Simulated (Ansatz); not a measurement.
# The puckered SnTe bilayer (AB) between two gates, part 3 of 4

Aim: screening and gap of the neutral puckered SnTe bilayer (AB) between oppositely charged gates.

Ansatz 0.2.0; plane-wave DFT, PBE-D3(BJ), Ansatz PAW (the session's first sound run).

So far, gap along the path (eV): step 3 (gated layer, displacement field 0, start network) 0.782; step 4 (displacement field 0.905 V/nm) 0.776; step 5 (displacement field 1.81 V/nm) 0.756.

## (6) Gated layer, displacement field 2.71 V/nm

The input, input.yaml:

```yaml
crystal:
  lattice:
    - [4.7394522874, 0.0, 0.0]
    - [0.0, 4.5115505004, 0.0]
    - [0.0, 0.0, 48.1954179573]
  atoms:
    - { symbol: Sn, position: [0.0311575435, 0.0, 0.4059605819] }
    - { symbol: Te, position: [0.4694563091, 0.5, 0.4046027782] }
    - { symbol: Te, position: [0.9687417233, 0.0, 0.4663743694] }
    - { symbol: Sn, position: [0.530644424, 0.5, 0.4654666921] }
    - { symbol: Sn, position: [0.030644424, 0.5, 0.5345333079] }
    - { symbol: Te, position: [0.4687417233, 0.0, 0.5336256306] }
    - { symbol: Te, position: [0.9694563091, 0.5, 0.5953972218] }
    - { symbol: Sn, position: [0.5311575435, 0.0, 0.5940394181] }
  periodic: [true, true, false]
  symmetry: { detect: true }
kpoints:
  mp_grid: { grid: [16, 16, 1] }
  band_path:
    path:
      - [0, 0, 0]
      - [0.5, 0, 0]
      - [0.5, 0.5, 0]
      - [0, 0, 0]
      - [0, 0.5, 0]
      - [0.5, 0.5, 0]
    npoints: 16
hamiltonian:
  xc: pbe
  dispersion: d3bj
scf:
  occupations: { method: fermi_dirac, width: 0.02585 }
  convergence: { dr2_threshold: 1.0e-10 }
output:
  forces: true
  eigenvalues: true
  write_potential: true
  write_density: true
  volumetric_format: npy
external_charges:
  - { charge: 0, barrier: 10, axis: 3, height: 32.195, sigma: 0.25 }
  - { charge: -0.032073, axis: 3, height: 33.695, sigma: 0.5 }
  - { charge: 0, barrier: 10, axis: 3, height: 16.0, sigma: 0.25 }
  - { charge: 0.032073, axis: 3, height: 14.5, sigma: 0.5 }
```

On the command line:

```console
$ ansatz run input.yaml --threads 4 --pin off --max-ram 16384MiB --backend cpu --events-out ev --progress --plain --runs-dir out
```

Numbers of over 12 decimals in the logs are rounded to 6 here.

Log:

```text
[...]
Crystal: 8 atoms, lattice volume = 1030.528 Å³
Basis set: ecut = 420 eV, 20053 PW (Γ), exchange–correlation on 64×64×648 points (8 copies of the dense FFT grid, shifted against one another)
Bands: 72, of which v1, the nominal top of the filled ones, is band 60 counted from 1 (59 counted from 0)
Symmetry: 2 space group operations
k-points: 81 of 256 (time reversal used)
[...]
--- Band table (eV; the first three rows and the last of 81) ---
  k-point 0: bands = [... 56 lower, -5.8346, -5.6849, -5.0154, -4.8269, -3.2269, -1.9067, -1.6328, -1.5715, ... 8 higher]
  k-point 1: bands = [... 56 lower, -5.8016, -5.6518, -5.0105, -4.8218, -3.2360, -1.8685, -1.5895, -1.5174, ... 8 higher]
  k-point 2: bands = [... 56 lower, -5.6803, -5.5652, -5.0011, -4.8144, -3.2582, -1.8338, -1.7042, -1.4563, ... 8 higher]
  k-point 80: bands = [... 56 lower, -5.9241, -5.8985, -5.7993, -5.7929, -1.8518, -1.7593, -1.7250, -1.5705, ... 8 higher]
[key lines of the parts left out:]
SCF converged after 16 iterations
Free energy (F): -52021.115230 eV
Fermi energy:    -3.847612 eV
```

Run time: 7.7 min. Hardware: 4 threads of Arm Neoverse V1, shared host; peak memory 4.3 GiB.

The gap, the smaller of path and mesh, is 0.732 eV.

## (7) Gated layer, displacement field 3.62 V/nm

input.yaml, as its differences from that of step 6:

```diff
@@ -36,2 +36,3 @@
   eigenvalues: true
+  dos: { projected: true, e_range: [-3, 3], de: 0.01 }
   write_potential: true
@@ -39,6 +40,7 @@
   volumetric_format: npy
+  elf: true
 external_charges:
   - { charge: 0, barrier: 10, axis: 3, height: 32.195, sigma: 0.25 }
-  - { charge: -0.032073, axis: 3, height: 33.695, sigma: 0.5 }
+  - { charge: -0.042765, axis: 3, height: 33.695, sigma: 0.5 }
   - { charge: 0, barrier: 10, axis: 3, height: 16.0, sigma: 0.25 }
-  - { charge: 0.032073, axis: 3, height: 14.5, sigma: 0.5 }
+  - { charge: 0.042765, axis: 3, height: 14.5, sigma: 0.5 }
```

Log:

```text
[...]
Crystal: 8 atoms, lattice volume = 1030.528 Å³
Basis set: ecut = 420 eV, 20053 PW (Γ), exchange–correlation on 64×64×648 points (8 copies of the dense FFT grid, shifted against one another)
Bands: 72, of which v1, the nominal top of the filled ones, is band 60 counted from 1 (59 counted from 0)
Symmetry: 2 space group operations
k-points: 81 of 256 (time reversal used)
[...]
--- Band table (eV; the first three rows and the last of 81) ---
  k-point 0: bands = [... 56 lower, -5.8290, -5.6810, -5.0314, -4.8178, -3.2349, -1.9121, -1.6462, -1.5658, ... 8 higher]
  k-point 1: bands = [... 56 lower, -5.8012, -5.6470, -5.0254, -4.8132, -3.2440, -1.8727, -1.6012, -1.5181, ... 8 higher]
  k-point 2: bands = [... 56 lower, -5.6928, -5.5582, -5.0126, -4.8074, -3.2660, -1.8380, -1.7123, -1.4693, ... 8 higher]
  k-point 80: bands = [... 56 lower, -5.9491, -5.9182, -5.7862, -5.7744, -1.8715, -1.7553, -1.7484, -1.5496, ... 8 higher]
[key lines of the parts left out:]
SCF converged after 17 iterations
Free energy (F): -52021.091220 eV
Fermi energy:    -3.848965 eV
```

Run time: 8 min. Hardware: 4 threads; peak memory 5.6 GiB; 32 min of CPU time.

Running mean over a fixed 2.5 Å (it still follows the layers) of the planar mean; beyond a gate it holds the 10 eV model barrier. Electron's electrostatic potential energy less the Fermi level against z:

```
z (Å)  electron's electrostatic potential energy less the Fermi level (eV)
    4                                                                 12.5
    6                                                                 12.5
    8                                                                 12.5
   10                                                                 12.5
   12                                                                 12.5
   14                                                                 12.5
   16                                                                 8.00
   18                                                                 1.17
   20                                                                -1.59
   22                                                                -1.64
   24                                                               -0.421
   26                                                                -1.72
   28                                                                -1.14
   30                                                                 1.21
   32                                                                 8.83
   34                                                                 15.1
   36                                                                 15.2
   38                                                                 15.2
   40                                                                 15.2
   42                                                                 15.2
   44                                                                 15.2
```

The gap, the smaller of path and mesh, is 0.705 eV.

## (8) Gated layer, displacement field -1.81 V/nm

input.yaml, as its differences from that of step 7:

```diff
@@ -43,4 +43,4 @@
   - { charge: 0, barrier: 10, axis: 3, height: 32.195, sigma: 0.25 }
-  - { charge: -0.042765, axis: 3, height: 33.695, sigma: 0.5 }
+  - { charge: 0.021382, axis: 3, height: 33.695, sigma: 0.5 }
   - { charge: 0, barrier: 10, axis: 3, height: 16.0, sigma: 0.25 }
-  - { charge: 0.042765, axis: 3, height: 14.5, sigma: 0.5 }
+  - { charge: -0.021382, axis: 3, height: 14.5, sigma: 0.5 }
```

Log:

```text
[...]
Crystal: 8 atoms, lattice volume = 1030.528 Å³
Basis set: ecut = 420 eV, 20053 PW (Γ), exchange–correlation on 64×64×648 points (8 copies of the dense FFT grid, shifted against one another)
Bands: 72, of which v1, the nominal top of the filled ones, is band 60 counted from 1 (59 counted from 0)
Symmetry: 2 space group operations
k-points: 81 of 256 (time reversal used)
[...]
--- Band table (eV; the first three rows and the last of 81) ---
  k-point 0: bands = [... 56 lower, -5.8391, -5.6879, -5.0028, -4.8347, -3.2212, -1.9030, -1.6203, -1.5789, ... 8 higher]
  k-point 1: bands = [... 56 lower, -5.8015, -5.6558, -4.9988, -4.8291, -3.2304, -1.8656, -1.5801, -1.5182, ... 8 higher]
  k-point 2: bands = [... 56 lower, -5.6694, -5.5720, -4.9923, -4.8202, -3.2526, -1.8310, -1.6982, -1.4465, ... 8 higher]
  k-point 80: bands = [... 56 lower, -5.9000, -5.8797, -5.8135, -5.8124, -1.8333, -1.7716, -1.6960, -1.5929, ... 8 higher]
[key lines of the parts left out:]
SCF converged after 16 iterations
Free energy (F): -52021.132378 eV
Fermi energy:    -3.847311 eV
```

Elapsed: 8.1 min, on 4 threads; peak memory 5.6 GiB; 32 min of CPU time.

The density of states has structure finer than the step of the table below, so its rows give means over 0.2 eV, whole bins alone (the curve runs from -3 to 2.37 eV). Peaks (eV: height): -2.58: 9.76, -2.22: 9.70, -2.01: 13.1, -1.15: 10.9, -0.98: 10.3, 0.62: 10.7, 2.25: 11.7.

The density of states by energy, zero at the Fermi level of the run, which the smearing sets inside the gap; means over each step:

energy (eV), density of states (states/eV a cell) and a bar:
```
     -2.8        6.1 ###################
     -2.6        7.2 ######################
     -2.4        6.7 #####################
     -2.2        8.0 #########################
     -2.0        9.8 ##############################
     -1.8        8.3 #########################
     -1.6        4.5 ##############
     -1.4        5.8 ##################
     -1.2        6.6 ####################
     -1.0        8.1 #########################
     -0.8        3.8 ############
     -0.6        1.1 ###
     -0.4        0.2 
     -0.2        0.0 
      0.0        0.0 
      0.2        0.0 
      0.4        0.4 #
      0.6        6.1 ###################
      0.8        6.1 ###################
      1.0        5.2 ################
      1.2        5.4 #################
      1.4        5.9 ##################
      1.6        5.6 #################
      1.8        5.6 #################
      2.0        6.5 ####################
      2.2        8.8 ###########################
```

The gap, the smaller of path and mesh, is 0.756 eV.

## (9) The series together

This step: plane-wave DFT, PBE-D3(BJ), Ansatz PAW; response to a displacement field between two gates (Ansatz 0.2.0).

The potential behind each gate is read from every run and counted from the uncharged case.

Numbers from this step:

```yaml
electrostatic_distance_between_the_gates: 7.656 Å
geometric_distance_between_the_gates: 19.20 Å
```

Electron's potential behind the upper gate less behind the lower, less the value without field. Step of the electron's potential energy between the gates against displacement field D/eps0:

```
displacement field D/eps0 (V/nm)  step of the electron's potential energy between the gates (eV)
                           -1.81                                                           -1.39
                            0.00                                                               0
                            0.90                                                           0.693
                            1.81                                                            1.39
                            2.71                                                            2.08
                            3.62                                                            2.77
```

The smaller of the gaps on the path and on the k-mesh, counted as 0 under 0.03 eV. Gap against displacement field D/eps0:

```
displacement field D/eps0 (V/nm)  gap (eV)
                           -1.81     0.756
                            0.00     0.782
                            0.90     0.776
                            1.81     0.756
                            2.71     0.732
                            3.62     0.705
```

By hand: 3.62 V/nm over the 19.20 Å between the sheets would give 6.95 V in vacuum; the run has 2.77 V, as over 7.65 Å.

(Continued in part 4 of 4.)

[Logs are printed without paths, hosts, clocks, repeated set-up lines and the standing remarks that a program may print on its own settings, such as how far it seeks lower states.]

[Hosts, paths, dates, database ids (printed as entryN), source tags and the programs' standing remarks are cut or masked in the printed files.]

[Maps of the electrostatic potential energy from Ansatz leave out the sawtooth potential of an applied field or a dipole correction, so their vacuum need not be flat; planar profiles and work functions include it.]

[The density of states shown here was stored with 400 of the rows of the run's finer table, so its peaks can read low, often by over a quarter, or be missed, and its means over a window can be off by a tenth or more.]
